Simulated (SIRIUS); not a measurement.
Crystal: W.

```
W
1.0
     2.74070    0.00000    0.00000
    -0.91357    2.58396    0.00000
    -0.91357   -1.29198    2.23777
W
1
Direct
  0.00000 0.00000 0.00000
```

```yaml
Program: SIRIUS 7.10.0
Task: relaxation of cell and atoms
Functional: PBE
Potentials_or_basis: PseudoDojo 0.4.1 PBE standard (scalar relativistic)
Cutoff: 1030 eV
Density_cutoff: 4119 eV
k_mesh: 8 × 8 × 8
Occupations: fermi-dirac, width 0.05 eV
Spin: no spin polarisation
```

At the start: pressure 6.1 GPa; volume 15.85 Å³/atom.

How do energy, volume and symmetry change on relaxing?

Over 3 steps the energy falls by 5.8 meV/atom and the volume is 16.15 Å³/atom (+1.9 %); space group Im-3m (No. 229, to 0.05 Å).

Step by step:
```csv
step,energy change (eV),largest force (eV/Å),pressure (GPa),volume (Å³)
1,0.0000,0.0000,6.10,15.85
2,-0.0052,0.0000,-2.06,16.26
3,-0.0058,0.0000,-0.05,16.15
```

Final structure:
```xyz
1
Lattice="2.7583 0.0000 0.0000 -0.9194 2.6005 0.0000 -0.9194 -1.3003 2.2521" Properties=species:S:1:pos:R:3 pbc="T T T"
W     0.0000    0.0000    0.0000
```
